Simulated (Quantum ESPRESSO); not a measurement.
Pt:

```
Pt
1.0
     0.00000    1.96090    1.96090
     1.96090    0.00000    1.96090
     1.96090    1.96090    0.00000
Pt
1
Direct
  0.00000 0.00000 0.00000
```

```yaml
Program: Quantum ESPRESSO 7.5
Task: phonons and electron-phonon coupling
Functional: PBEsol
Potentials_or_basis: GBRV 1.5 PBEsol
Cutoff: 612 eV
Density_cutoff: 4898 eV
k_mesh: 12 × 12 × 12
Occupations: methfessel-paxton, width 0.272 eV
Spin: no spin polarisation
Mixing_beta: 0.5
Most_SCF_iterations: 120
SCF_threshold: 2e-10 Ry
q_mesh: 4 × 4 × 4
```

The cell and the atoms were relaxed first, to 14.98 Å³/atom (a = 2.767 Å, b = 2.767 Å, c = 2.767 Å, α = 60.00°, β = 60.00°, γ = 60.00°), and the response was taken there.

Levels for the coupling come from a 36 × 36 × 36 mesh; ten broadenings of the double delta from 0.07 to 0.68 eV; Tc from the McMillan formula in the Allen-Dynes form.

How strong is the electron-phonon coupling, and what superconducting temperature follows?

Over broadenings from 0.27 to 0.54 eV, λ lies between 0.39 and 0.46 and ω_log near 129 K, which gives Tc from 0.5 to 1.1 K at μ* = 0.10 and from 0.2 to 0.6 K at μ* = 0.13.

Electron-phonon coupling by broadening of the double delta (levels on a 36 × 36 × 36 mesh):
```
broadening (eV)     λ  N(E_F) (states/eV a spin and cell)  ω_log (K)  Tc, μ* 0.10 (K)  Tc, μ* 0.13 (K)
           0.07  0.59                               1.017        142              3.1              2.2
           0.14  0.53                               0.941        135              2.0              1.3
           0.20  0.49                               0.887        131              1.5              0.9
           0.27  0.46                               0.833        129              1.1              0.6
           0.34  0.44                               0.783        129              0.9              0.5
           0.41  0.42                               0.738        128              0.7              0.3
           0.48  0.41                               0.698        128              0.6              0.3
           0.54  0.39                               0.662        129              0.5              0.2
           0.61  0.38                               0.631        129              0.4              0.2
           0.68  0.37                               0.604        129              0.4              0.1
```

The same from a weighted sum over the computed q points, without interpolation:
| broadening (eV) | λ | ω_log (K) | Tc, μ* 0.10 (K) | Tc, μ* 0.13 (K) |
| --- | --- | --- | --- | --- |
| 0.07 | 0.59 | 143 | 3.0 | 2.1 |
| 0.14 | 0.50 | 143 | 1.8 | 1.1 |
| 0.20 | 0.46 | 143 | 1.2 | 0.7 |
| 0.27 | 0.43 | 143 | 0.9 | 0.4 |
| 0.34 | 0.41 | 144 | 0.6 | 0.3 |
| 0.41 | 0.39 | 144 | 0.5 | 0.2 |
| 0.48 | 0.37 | 144 | 0.4 | 0.1 |
| 0.54 | 0.36 | 144 | 0.3 | 0.1 |
| 0.61 | 0.35 | 145 | 0.3 | 0.1 |
| 0.68 | 0.34 | 145 | 0.2 | 0.1 |

Coupling and linewidth of each mode at the computed q points (broadening 0.27 eV):
```csv
q,cm⁻¹,λ of the modes,linewidths (GHz)
"(0.00, 0.00, 0.25)",55 55 137,0.26 0.26 0.08,8 8 14
"(0.00, 0.00, -0.50)",95 95 199,0.11 0.11 0.03,10 10 13
"(0.00, 0.25, 0.25)",81 81 140,0.15 0.15 0.11,9 9 20
"(0.00, 0.25, -0.50)",111 119 182,0.11 0.20 0.05,14 27 15
"(0.00, 0.25, -0.25)",76 117 170,0.36 0.15 0.07,20 20 19
"(0.00, -0.50, -0.50)",131 131 194,0.14 0.14 0.07,24 24 26
"(0.25, -0.50, -0.25)",113 157 157,0.26 0.08 0.08,33 19 19
```

The smallest broadenings aren't converged on these meshes, and μ* is assumed, not computed; spin fluctuations are left out.

Caveat: λ from interpolated matrix elements is rough: modes that symmetry makes equal can differ by tens of percent.
